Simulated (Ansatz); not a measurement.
MnSb:

```
Sb Mn
1.0
     4.15000    0.00000    0.00000
    -2.07500    3.59401    0.00000
     0.00000    0.00000    5.78000
Sb Mn
2 2
Cartesian
  2.0750 1.1980 4.3350
  0.0000 2.3960 1.4450
  0.0000 0.0000 2.8900
  0.0000 0.0000 0.0000
```

Base run:

* Program: Ansatz 0.2.0
* Functional: PBE
* Potentials or basis: Ansatz PAW
* Cutoff: 420 eV (not typed: the program's choice for these potentials)
* k mesh: 6 × 6 × 4
* Occupations: fermi-dirac, width 0.05 eV
* Spin: collinear spin, ferromagnetic start
* Starting moments: [0.0, 0.0, 3.0, 3.0] μB
* Fixed moment: 6 μB

Its results: pressure -5.8 GPa; site moments Sb -0.15; Mn +3.17 μB.

Problem. The run is repeated on the same cell with these changes: fixed moment from 6 μB to 10 μB; moments at the start from [0.0, 0.0, 3.0, 3.0] to [0.0, 0.0, 5.0, 5.0]. What comes out?

Solution. Pressure 10.5 GPa; site moments Sb +0.22; Mn +4.23 μB.

Caveats: the total moment is fixed, so each spin has its own Fermi level; only a ferromagnetic start was run, and an antiferromagnetic order may lie lower in energy; the thresholds are loose for stress.
